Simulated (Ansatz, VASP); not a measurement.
# One calculation of BN, two programs

Contents of INCAR:

```
SYSTEM = BN
ALGO = Normal
EDIFF = 1E-6
ENCUT = 520
GGA = PE
ISIF = 2
ISMEAR = -1
LASPH = .TRUE.
LCHARG = .FALSE.
LREAL = .FALSE.
LWAVE = .FALSE.
NBANDS = 16
NELM = 100
PREC = Accurate
SIGMA = 0.02
```

KPOINTS

```
k-points
0
G
  12 12 4
  0 0 0
```

POSCAR

```
BN
1.0
    2.3640508801      0.0000000000      0.0000000000
   -1.1820254401      2.0473281180      0.0000000000
    0.0000000000      0.0000000000      6.5226719932
B N
2 2
Direct
    0.3333333333      0.6666666667      0.2500000000
    0.6666666667      0.3333333333      0.7500000000
    0.3333333333      0.6666666667      0.7500000000
    0.6666666667      0.3333333333      0.2500000000
```

Input for Ansatz:

```yaml
crystal:
  lattice:
    - [2.3640508801, 0.0, 0.0]
    - [-1.1820254401, 2.047328118, 0.0]
    - [0.0, 0.0, 6.5226719932]
  atoms:
    - { symbol: B, position: [0.3333333333, 0.6666666667, 0.25] }
    - { symbol: B, position: [0.6666666667, 0.3333333333, 0.75] }
    - { symbol: "N", position: [0.3333333333, 0.6666666667, 0.75] }
    - { symbol: "N", position: [0.6666666667, 0.3333333333, 0.25] }
kpoints:
  mp_grid: { grid: [12, 12, 4] }
  band_path:
    path:
      - [0.0, 0.0, 0.0]
      - [0.5, 0.0, 0.0]
      - [0.3333333333, 0.3333333333, 0.0]
      - [0.0, 0.0, 0.5]
      - [0.5, 0.0, 0.5]
      - [0.3333333333, 0.3333333333, 0.5]
      - [0.307292, 0.309896, 0.0]
      - [0.0, 0.5, 0.0]
    npoints: 1
hamiltonian:
  xc: pbe
scf:
  occupations: { method: fermi_dirac, width: 0.02 }
  n_extra_bands: 5
output:
  forces: true
  stress: true
  eigenvalues: true
  write_density: true
  write_potential: true
  elf: true
  volumetric_format: npy
```

Change from the starting cell: epitaxial_xy strain -5.5%.

Alike in both runs: task single point; functional PBE; k mesh 12 × 12 × 4; occupations fermi-dirac, width 0.02 eV; no spin polarisation.

|  | VASP | Ansatz |
| --- | --- | --- |
| version | VASP 6.6.1 | Ansatz 0.2.0 |
| potentials or method | VASP PAW PBE potentials, release 64 (B, N) | plane waves, PAW |
| plane-wave cutoff (eV) | 520 | 420 |
| valence electrons in the cell | 16 | 16 |

Ansatz gave:

```
gap on the k mesh at the Fermi level (eV)       : 4.52
pressure (GPa)                                  : 58.3
largest component of the traceless stress (GPa) : 54.28
```

What did VASP give for the same quantities?

gap on the k mesh at the Fermi level (eV): 4.51; pressure (GPa): 58.4; largest component of the traceless stress (GPa): 54.55.

Caveats: so large a pressure means that the cell lies far from this level's equilibrium, or that cutoff or potentials fall short (VASP). A k mesh can miss the band edges.
